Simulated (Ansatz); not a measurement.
Relaxing HfN

Theory: DFT PBE, scalar-relativistic, plane waves, PAW (Ansatz). Settings: 420 eV cutoff, 18×18×10 k-mesh, Gaussian smearing of 0.10 eV, no spin polarisation.

What was changed: biaxial strain in the a-b plane, c and atoms relaxed: -6.0 %.

Spin–orbit coupling is left out, which can shift energies with elements as heavy as these.

Command:

```bash
ansatz run input.yaml --threads 1 --pin off --max-ram 2560MiB --backend cpu --events-out ev --progress --plain --runs-dir out
```

Input:

```yaml
crystal:
  lattice:
    - [2.9696851692, 0.0, 0.0]
    - [-1.4848425846, 2.5718227977, 0.0]
    - [0.0, 0.0, 5.6475915551]
  atoms:
    - { symbol: Hf, position: [0.6666666667, 0.3333333333, 0.75] }
    - { symbol: Hf, position: [0.3333333333, 0.6666666667, 0.25] }
    - { symbol: "N", position: [0.0, 0.0, 0.0] }
    - { symbol: "N", position: [0.0, 0.0, 0.5] }
basis:
  ecutwfc: 420
kpoints:
  mp_grid: { grid: [18, 18, 10] }
hamiltonian:
  xc: pbe
scf:
  occupations: { method: gaussian, width: 0.1 }
output:
  forces: true
  stress: true
  eigenvalues: true
relax:
  adjacent_minimum: "off"
  f_tol: 0.008
  max_steps: 40
  cell: { stress_tol: 0.015, fix: [a, b, gamma] }
```

F is the free energy. Steps run on the plane waves of an earlier cell, but the last one, and at times one on the way, on a freshly chosen basis, so a repeated geometry can differ a little in energy. The held parts of the cell keep their stress, so P needn't end at zero.

Steps:

| step | F − F(1) (eV) | largest force component (eV/Å) | V (Å³/atom) | P (GPa) |
| --- | --- | --- | --- | --- |
| 1 | 0.0000 | 0.000 | 10.783 | 27.45 |
| 2 | -0.0004 | 0.000 | 10.760 | 28.25 |
| 3 | -0.0004 | 0.000 | 10.769 | 27.94 |
| 4 | -0.0002 | 0.000 | 10.769 | 27.94 |

Relaxed structure:

```yaml
crystal:
  lattice:
    - [2.96969, 0.00000, 0.00000]
    - [-1.48484, 2.57182, 0.00000]
    - [0.00000, 0.00000, 5.63993]
  atoms:
    - { symbol: Hf, position: [0.66667, 0.33333, 0.75000] }
    - { symbol: Hf, position: [0.33333, 0.66667, 0.25000] }
    - { symbol: N, position: [0.00000, 0.00000, 0.00000] }
    - { symbol: N, position: [0.00000, 0.00000, 0.50000] }
```

The structure is hexagonal, space group P6_3/mmc (No. 194). Conventional cell: a = 2.970 Å, b = 2.970 Å, c = 5.640 Å, α = 90.00°, β = 90.00°, γ = 120.00°. Hf (site symmetry -6m2) has 6 N at 2.22 Å as nearest neighbours. N (site symmetry -3m) is surrounded by 6 Hf at 2.22 Å.

The run converged. The run took 88 s on 1 thread of Arm Neoverse V1, with other jobs on the host, peak memory 0.54 GiB.